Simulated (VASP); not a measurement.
# CdTe (F-43m) in VASP: notebook

CdTe is run at these levels: LDA, PBEsol+D3(BJ); tasks: single point.

Program: VASP 6.6.1. These are calculated values, not measurements. Logs are shortened: lines on timing, memory, paths and dates and some standing lists are left out, and cuts for length are marked.

**Experimental background.**

A printed reference work, data compilation reports, for a bulk crystal of CdTe at 0 K: band gap 1.607 eV.

The runs below are set against these values where they give the same quantity.

## 1. The cell of the first run

The structure is cubic, space group F-43m (No. 216). Conventional cell: a = 5.913 Å, b = 5.913 Å, c = 5.913 Å, α = 90.00°, β = 90.00°, γ = 90.00°. Within 3.4 Å of Te (site symmetry -43m) lie 4 Cd at 2.56 Å. Cd (site symmetry -43m) has 4 Te at 2.56 Å within 3.4 Å.

## 2. Single point, LDA

INCAR reads:

```
SYSTEM = CdTe
  ALGO = Normal
  EDIFF = 1E-6
  ENCUT = 520
  ISIF = 2
  ISMEAR = -1
  LASPH = .TRUE.
  LCHARG = .TRUE.
  LELF = .TRUE.
  LREAL = .FALSE.
  LVHAR = .TRUE.
  LWAVE = .FALSE.
  NBANDS = 16
  NELM = 100
  PREC = Accurate
  SIGMA = 0.05
```

KPOINTS reads:

```
k-points
0
G
  7 7 7
  0 0 0
```

POSCAR reads:

```
CdTe
1.0
    0.0000000000      2.9565429525      2.9565429525
    2.9565429525      0.0000000000      2.9565429525
    2.9565429525      2.9565429525      0.0000000000
Te Cd
1 1
Direct
    0.7500000000      0.7500000000      0.7500000000
    0.0000000000      0.0000000000      0.0000000000
```

Potentials or basis: VASP PAW LDA potentials, release 64 (Te, Cd).

Launch:

```console
> cat potpaw_LDA.64/Te/POTCAR potpaw_LDA.64/Cd/POTCAR > POTCAR
> mpirun -np 1 vasp_std > vasp.out
```

OUTCAR:

```text
SYSTEM = CdTe
   EDIFF = 1E-6
   ENCUT = 520
   ISIF = 2
   ISMEAR = -1
   LASPH = .TRUE.
   LREAL = .FALSE.
   NELM = 100
   PREC = Accurate

 ion  position               nearest neighbor table
   1  0.750  0.750  0.750-   2 2.56   2 2.56   2 2.56   2 2.56
   2  0.000  0.000  0.000-   1 2.56   1 2.56   1 2.56   1 2.56

  LATTYP: Found a face centered cubic cell.
 ALAT       =     5.9130859050

  Lattice vectors:

 A1 = (   0.0000000000,   2.9565429525,   2.9565429525)
 A2 = (   2.9565429525,   0.0000000000,   2.9565429525)
 A3 = (   2.9565429525,   2.9565429525,   0.0000000000)

Analysis of symmetry for initial positions (statically):
=====================================================================
 Subroutine PRICEL returns:
 Original cell was already a primitive cell.

 Routine SETGRP: Setting up the symmetry group for a
 face centered cubic supercell.

 Subroutine GETGRP returns: Found 24 space group operations
 (whereof 24 operations were pure point group operations)
 out of a pool of 48 trial point group operations.

The static configuration has the point symmetry T_d .

Analysis of symmetry for dynamics (positions and initial velocities):
=====================================================================
 Subroutine PRICEL returns:
 Original cell was already a primitive cell.

 Routine SETGRP: Setting up the symmetry group for a
 face centered cubic supercell.

 Subroutine GETGRP returns: Found 24 space group operations
 (whereof 24 operations were pure point group operations)
 out of a pool of 48 trial point group operations.

The dynamic configuration has the point symmetry T_d .

 Subroutine INISYM returns: Found 24 space group operations
 (whereof 24 operations are pure point group operations),
 and found     1 'primitive' translations

----------------------------------------------------------------------------------------

                                     Primitive cell

  volume of cell :      51.6871

  direct lattice vectors                    reciprocal lattice vectors
     0.000000000  2.956542952  2.956542952    -0.169116434  0.169116434  0.169116434
     2.956542952  0.000000000  2.956542952     0.169116434 -0.169116434  0.169116434
     2.956542952  2.956542952  0.000000000     0.169116434  0.169116434 -0.169116434

  length of vectors
     4.181183141  4.181183141  4.181183141     0.292918255  0.292918255  0.292918255

  position of ions in fractional coordinates (direct lattice)
     0.750000000  0.750000000  0.750000000
     0.000000000  0.000000000  0.000000000

  ion indices of the primitive-cell ions
   primitive index   ion index
                 1           1
                 2           2

----------------------------------------------------------------------------------------

 KPOINTS: k-points

Automatic generation of k-mesh.
 Grid dimensions read from file:
 generate k-points for:    7    7    7

 Generating k-lattice:

  Cartesian coordinates                     Fractional coordinates (reciprocal lattice)
    -0.024159491  0.024159491  0.024159491     0.142857143  0.000000000  0.000000000
     0.024159491 -0.024159491  0.024159491     0.000000000  0.142857143  0.000000000
     0.024159491  0.024159491 -0.024159491     0.000000000  0.000000000  0.142857143

  Length of vectors
     0.041845465  0.041845465  0.041845465

  Shift w.r.t. Gamma in fractional coordinates (k-lattice)
     0.000000000  0.000000000  0.000000000

 Subroutine IBZKPT returns following result:
 ===========================================

 Found     20 irreducible k-points:

 Following reciprocal coordinates:
            Coordinates               Weight
  0.000000  0.000000  0.000000      1.000000
  0.142857  0.000000  0.000000      8.000000
  0.285714  0.000000  0.000000      8.000000
  0.428571  0.000000  0.000000      8.000000
  0.142857  0.142857  0.000000      6.000000
  0.285714  0.142857  0.000000     24.000000
[... 12 lines left out ...]
 -0.428571  0.428571  0.142857     24.000000
 -0.285714  0.428571  0.142857     24.000000
   k-points           NKPTS =     20   k-points in BZ     NKDIM =     20   number of bands    NBANDS=     16
   number of dos      NEDOS =    301   number of ions     NIONS =      2
   total plane-waves  NPLWV =  32768
   dimension x,y,z NGX =    32 NGY =   32 NGZ =   32
   dimension x,y,z NGXF=    64 NGYF=   64 NGZF=   64
   ions per type =               1   1
   NGX,Y,Z   is equivalent  to a cutoff of  12.72, 12.72, 12.72 a.u.
   NGXF,Y,Z  is equivalent  to a cutoff of  25.45, 25.45, 25.45 a.u.
 SYSTEM =  CdTe
   PREC   = accura    normal or accurate (medium, high low for compatibility)
   ISTART =      0    job   : 0-new  1-cont  2-samecut
   ICHARG =      2    charge: 1-file 2-atom 10-const
   ISPIN  =      1    spin polarized calculation?
   LNONCOLLINEAR =      F non collinear calculations
   LSORBIT =      F    spin-orbit coupling
   LASPH  =      T    aspherical Exc in radial PAW
   ENCUT  =  520.0 eV  38.22 Ry    6.18 a.u.   7.77  7.77  7.77*2*pi/ulx,y,z
   NELM   =    100;   NELMIN=  2; NELMDL= -5     # of ELM steps
   EDIFF  = 0.1E-05   stopping-criterion for ELM
   LREAL  =      F    real-space projection
   EDIFFG = 0.1E-04   stopping-criterion for IOM
   NSW    =      0    number of steps for IOM
   IBRION =     -1    ionic relax: 0-MD 1-quasi-New 2-CG
   NFREE  =      0    steps in history (QN), initial steepest desc. (CG)
   ISIF   =      2    stress and relaxation
   ISYM   =      2    0-nonsym 1-usesym 2-fastsym
   POTIM  = 0.5000    time-step for ionic-motion
   TEBEG  =    0.0;   TEEND  =   0.0 temperature during run
   PSTRESS=    0.0 pullay stress
   NELECT =      18.0000    total number of electrons
   NUPDOWN=      -1.0000    fix difference up-down
   EMIN   =  10.00;   EMAX   =-10.00  energy-range for DOS
   EFERMI =   0.00;   METHOD = LEGACY
   ISMEAR =    -1;   SIGMA  =   0.05  broadening in eV -4-tet -1-fermi 0-gaus
   EFERMI_NEDOS =   21; number of points for ismear=-14 and -15
   IALGO  =     38    algorithm
   IMIX   =      4    mixing-type and parameters
     AMIX     =   0.40;   BMIX     =  1.00
     AMIX_MAG =   1.60;   BMIX_MAG =  1.00
  volume/ion in A,a.u.               =      25.84       174.40
  Fermi-wavevector in a.u.,A,eV,Ry     =   1.151785  2.176558 18.049612  1.326609
  Thomas-Fermi vector in A             =   2.288441
   LORBIT       =      0    0 simple, 1 ext, 2 COOP (PROOUT), +10 PAW based schemes
   GGA     = CA    functional components
   LHFCALC =     F    Hartree Fock is set to
   AEXX    =    0.0000 exact exchange contribution
   IVDW    =     0    specifies the selected vdW correction
   LEPSILON=     F    determine dielectric tensor
   LRPA    =     F    only Hartree local field effects (RPA)
 non-spin polarized calculation
  energy-cutoff  :      520.00
  volume of cell :       51.69
 maximum number of plane-waves:      1411
   NGX = 15   NGY = 15   NGZ = 15

 number of electron      18.0000003 magnetization

 Free energy of the ion-electron system (eV)
  ---------------------------------------------------
  ext. energy  EPLUGINS =         0.00000000
  ---------------------------------------------------
  free energy    TOTEN  =        -5.31306720 eV

  energy without entropy =       -5.31306719  energy(sigma->0) =       -5.31306719

 E-fermi :   5.9457     XC(G=0): -10.1836

 val. band max:        5.2077455305   @ k =   0.0000   0.0000   0.0000
 cond. band min:       6.6280335887   @ k =   0.0000   0.0000   0.0000
 fundamental gap:      1.4202880583
 Fermi energy:         5.9456899155

 k-point     1 :       0.0000    0.0000    0.0000
  band No.  band energies     occupation
      1      -8.0534      2.00000
      2      -4.5163      2.00000
      3      -4.5163      2.00000
      4      -4.5163      2.00000
      5      -3.9900      2.00000
      6      -3.9900      2.00000
[... 8 lines left out ...]
     15      14.9779      0.00000
     16      14.9779      0.00000

 k-point     2 :       0.1429    0.0000    0.0000
  band No.  band energies     occupation
      1      -7.9208      2.00000
      2      -4.4873      2.00000
      3      -4.4873      2.00000
      4      -4.4487      2.00000
      5      -3.9940      2.00000
      6      -3.9940      2.00000
[... 8 lines left out ...]
     15      13.7159      0.00000
     16      13.7159      0.00000

 k-point     3 :       0.2857    0.0000    0.0000
  band No.  band energies     occupation
      1      -7.6168      2.00000
      2      -4.4297      2.00000
      3      -4.4297      2.00000
      4      -4.1531      2.00000
      5      -3.9924      2.00000
      6      -3.9924      2.00000
[... 8 lines left out ...]
     15      13.8258      0.00000
     16      13.8258      0.00000

 k-point     4 :       0.4286    0.0000    0.0000
  band No.  band energies     occupation
      1      -7.3760      2.00000
      2      -4.3946      2.00000
      3      -4.3946      2.00000
      4      -3.9768      2.00000
      5      -3.9768      2.00000
      6      -3.5442      2.00000
[... 8 lines left out ...]
     15      15.3693      0.00000
     16      15.3693      0.00000
[... 248 lines left out ...]
 k-point    18 :      -0.4286    0.2857    0.1429
  band No.  band energies     occupation
      1      -7.2363      2.00000
      2      -4.3391      2.00000
      3      -4.3045      2.00000
      4      -4.0620      2.00000
      5      -3.9837      2.00000
      6      -3.2730      2.00000
[... 8 lines left out ...]
     15      15.6517      0.00000
     16      16.4607      0.00000

 k-point    19 :      -0.4286    0.4286    0.1429
  band No.  band energies     occupation
      1      -7.1638      2.00000
      2      -4.2996      2.00000
      3      -4.2433      2.00000
      4      -4.1222      2.00000
      5      -3.9626      2.00000
      6      -3.1430      2.00000
[... 8 lines left out ...]
     15      16.7967      0.00000
     16      17.7703      0.00000

 k-point    20 :      -0.2857    0.4286    0.1429
  band No.  band energies     occupation
      1      -7.1478      2.00000
      2      -4.3095      2.00000
      3      -4.2527      2.00000
      4      -4.0635      2.00000
      5      -3.9997      2.00000
      6      -2.9494      2.00000
[... 8 lines left out ...]
     15      15.9911      0.00000
     16      18.3344      0.00000

------------------------ aborting loop because EDIFF is reached ----------------------------------------

  FORCE on cell =-STRESS in cart. coord.  units (eV):
  Direction    XX          YY          ZZ          XY          YZ          ZX
  --------------------------------------------------------------------------------------
  -------------------------------------------------------------------------------------
  Total        6.6536975      6.6536975      6.6536975      0.0000000      0.0000000      0.0000000
  in kB      206.2486252    206.2486252    206.2486252      0.0000000      0.0000000      0.0000000
  external PRESSURE =     206.2486252 kB  Pullay stress =       0.0000000 kB

 VOLUME and BASIS-vectors are now :
 -----------------------------------------------------------------------------
  energy-cutoff  :      520.00
  volume of cell :       51.69
      direct lattice vectors                 reciprocal lattice vectors
     0.000000000  2.956542952  2.956542952    -0.169116434  0.169116434  0.169116434
     2.956542952  0.000000000  2.956542952     0.169116434 -0.169116434  0.169116434
     2.956542952  2.956542952  0.000000000     0.169116434  0.169116434 -0.169116434

 POSITION                                       TOTAL-FORCE (eV/Angst)
 -----------------------------------------------------------------------------------
      4.43481      4.43481      4.43481         0.000000      0.000000      0.000000
      0.00000      0.00000      0.00000        -0.000000     -0.000000     -0.000000
 -----------------------------------------------------------------------------------
    total drift:                                0.000000      0.000000     -0.000000

  FREE ENERGIE OF THE ION-ELECTRON SYSTEM (eV)
  ---------------------------------------------------
  free  energy   TOTEN  =        -5.3130671982 eV

  energy  without entropy=       -5.3130671876  energy(sigma->0) =       -5.31306719
```

Run time: 17 s. Hardware: 1 thread of AMD EPYC 7R43 (Zen 3), shared host; peak memory 0.12 GiB.

Results:

```
Free energy            : -5.3131 eV
Pressure               : 20.6 GPa
Band gap on the k mesh : 1.42 eV, direct
```

Caveat: spin-orbit coupling is left out, which moves the levels of the heavy elements.

## 3. Single point, LDA

This run uses another cell than the first one, of 28.30 Å³/atom, 1.095 times its volume.

INCAR reads:

```
SYSTEM = CdTe
PREC     = Accurate       ! precision mode
ENCUT    = 520            ! plane-wave cutoff, eV
EDIFF    = 1E-7           ! SCF threshold, eV
ISMEAR   = -1             ! smearing method
SIGMA    = 0.05           ! smearing width, eV
LREAL    = .False.        ! projectors in reciprocal space
LASPH    = .True.         ! aspherical terms in the spheres
NELM     = 100            ! most SCF steps
ALGO     = Normal         ! electronic algorithm
ISIF     = 2              ! what is computed and relaxed
LWAVE    = .False.        ! write WAVECAR
LCHARG   = .False.        ! write CHGCAR
GGA      = CA             ! functional
NBANDS   = 16             ! bands
```

KPOINTS reads:

```
regular mesh
0
Gamma
  7 7 7
  0 0 0
```

POSCAR reads:

```
CdTe
1.0
    0.0000000000      3.0475217391      3.0475217391
    3.0475217391      0.0000000000      3.0475217391
    3.0475217391      3.0475217391      0.0000000000
Te Cd
1 1
Direct
    0.7500000000      0.7500000000      0.7500000000
    0.0000000000      0.0000000000      0.0000000000
```

Potentials or basis: VASP PAW LDA potentials, release 64 (Te, Cd).

Launch:

```console
> cat potpaw_LDA.64/Te/POTCAR potpaw_LDA.64/Cd/POTCAR > POTCAR
> mpirun -np 1 vasp_std > vasp.out
```

It took 19 s on 1 thread of AMD EPYC 7R43 (Zen 3), shared host; peak memory 0.12 GiB.

It converged, with:

```
Free energy            : -5.7791 eV
Pressure               : 10.5 GPa
Band gap on the k mesh : 1.13 eV, direct
```

Levels at points of the mesh, in eV from the valence-band top:
| k point | band 7 | band 8 | band 9 | band 10 | band 11 | band 12 |
| --- | --- | --- | --- | --- | --- | --- |
| (0.00, 0.00, 0.00) | 0.00 | 0.00 | 0.00 | 1.13 | 4.31 | 4.31 |

Caveat: spin-orbit coupling is left out, which moves the levels of the heavy elements.

[end of part 1 of 2]
